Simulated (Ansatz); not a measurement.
# Si: the cost of one run

Computed with Ansatz 0.2.0 (DFT PBE, scalar-relativistic, plane waves, PAW, unless a step's input says otherwise).

### Step 1. The starting structure

The structure is hexagonal, space group P6_3/mmc (No. 194). Conventional cell: a = 3.795 Å, b = 3.795 Å, c = 12.710 Å, α = 90.00°, β = 90.00°, γ = 120.00°. Si (site symmetry 3m) is surrounded by 4 Si at 2.33 to 2.38 Å.

Structure file:

```cif
data_structure
_symmetry_space_group_name_H-M 'P 1'
_symmetry_Int_Tables_number 1
_cell_length_a 7.5896
_cell_length_b 7.5896
_cell_length_c 12.7099
_cell_angle_alpha 90.000
_cell_angle_beta 90.000
_cell_angle_gamma 120.000
_cell_volume 634.03
loop_
_atom_site_label
_atom_site_type_symbol
_atom_site_fract_x
_atom_site_fract_y
_atom_site_fract_z
_atom_site_occupancy
Si1 Si 0.00000 0.00000 0.40620 1
Si2 Si 0.00000 0.50000 0.40620 1
Si3 Si 0.50000 0.00000 0.40620 1
Si4 Si 0.50000 0.50000 0.40620 1
Si5 Si 0.00000 0.00000 0.90620 1
Si6 Si 0.00000 0.50000 0.90620 1
Si7 Si 0.50000 0.00000 0.90620 1
Si8 Si 0.50000 0.50000 0.90620 1
Si9 Si 0.00000 0.00000 0.09380 1
Si10 Si 0.00000 0.50000 0.09380 1
Si11 Si 0.50000 0.00000 0.09380 1
Si12 Si 0.50000 0.50000 0.09380 1
Si13 Si 0.00000 0.00000 0.59380 1
Si14 Si 0.00000 0.50000 0.59380 1
Si15 Si 0.50000 0.00000 0.59380 1
Si16 Si 0.50000 0.50000 0.59380 1
Si17 Si 0.16667 0.33333 0.34370 1
Si18 Si 0.16667 0.83333 0.34370 1
Si19 Si 0.66667 0.33333 0.34370 1
Si20 Si 0.66667 0.83333 0.34370 1
Si21 Si 0.33333 0.16667 0.84370 1
Si22 Si 0.33333 0.66667 0.84370 1
Si23 Si 0.83333 0.16667 0.84370 1
Si24 Si 0.83333 0.66667 0.84370 1
Si25 Si 0.16667 0.33333 0.15630 1
Si26 Si 0.16667 0.83333 0.15630 1
Si27 Si 0.66667 0.33333 0.15630 1
Si28 Si 0.66667 0.83333 0.15630 1
Si29 Si 0.33333 0.16667 0.65630 1
Si30 Si 0.33333 0.66667 0.65630 1
Si31 Si 0.83333 0.16667 0.65630 1
Si32 Si 0.83333 0.66667 0.65630 1
```

The runs take a perfect supercell of 32 atoms; the defect goes to fractional position (0.833, 0.083, 0.500).

### Step 2. The perfect supercell

File input.yaml:

```yaml
crystal:
  lattice:
    - [7.5896, 0.0, 0.0]
    - [-3.7948, 6.572786, 0.0]
    - [0.0, 0.0, 12.7099]
  atoms:
    - { symbol: Si, position: [0.0, 0.0, 0.4062] }
    - { symbol: Si, position: [0.0, 0.5, 0.4062] }
    - { symbol: Si, position: [0.5, 0.0, 0.4062] }
    - { symbol: Si, position: [0.5, 0.5, 0.4062] }
    - { symbol: Si, position: [0.0, 0.0, 0.9062] }
    - { symbol: Si, position: [0.0, 0.5, 0.9062] }
    - { symbol: Si, position: [0.5, 0.0, 0.9062] }
    - { symbol: Si, position: [0.5, 0.5, 0.9062] }
    - { symbol: Si, position: [0.0, 0.0, 0.0938] }
    - { symbol: Si, position: [0.0, 0.5, 0.0938] }
    - { symbol: Si, position: [0.5, 0.0, 0.0938] }
    - { symbol: Si, position: [0.5, 0.5, 0.0938] }
    - { symbol: Si, position: [0.0, 0.0, 0.5938] }
    - { symbol: Si, position: [0.0, 0.5, 0.5938] }
    - { symbol: Si, position: [0.5, 0.0, 0.5938] }
    - { symbol: Si, position: [0.5, 0.5, 0.5938] }
    - { symbol: Si, position: [0.166667, 0.333333, 0.3437] }
    - { symbol: Si, position: [0.166667, 0.833333, 0.3437] }
    - { symbol: Si, position: [0.666667, 0.333333, 0.3437] }
    - { symbol: Si, position: [0.666667, 0.833333, 0.3437] }
    - { symbol: Si, position: [0.333333, 0.166667, 0.8437] }
    - { symbol: Si, position: [0.333333, 0.666667, 0.8437] }
    - { symbol: Si, position: [0.833333, 0.166667, 0.8437] }
    - { symbol: Si, position: [0.833333, 0.666667, 0.8437] }
    - { symbol: Si, position: [0.166667, 0.333333, 0.1563] }
    - { symbol: Si, position: [0.166667, 0.833333, 0.1563] }
    - { symbol: Si, position: [0.666667, 0.333333, 0.1563] }
    - { symbol: Si, position: [0.666667, 0.833333, 0.1563] }
    - { symbol: Si, position: [0.333333, 0.166667, 0.6563] }
    - { symbol: Si, position: [0.333333, 0.666667, 0.6563] }
    - { symbol: Si, position: [0.833333, 0.166667, 0.6563] }
    - { symbol: Si, position: [0.833333, 0.666667, 0.6563] }
basis:
  ecutwfc: 420
  fft_grid_basis: typed
kpoints:
  mp_grid: { grid: [3, 3, 1] }
hamiltonian:
  xc: pbe
  pseudopotentials: { kind: paw }
scf:
  occupations: { method: gaussian, width: 0.05 }
output:
  forces: true
  stress: false
  eigenvalues: true
  bader: false
  write_density: true
  volumetric_format: npy
```

On the command line:

```sh
ansatz run input.yaml --threads 4 --pin off --max-ram 10240MiB --backend cpu --events-out ev --progress --plain --runs-dir out
```

Q: Estimate wall time and peak memory on 4 threads of Arm Neoverse N1, shared host.

About 4.3 s, with a peak of 1.3 GiB.
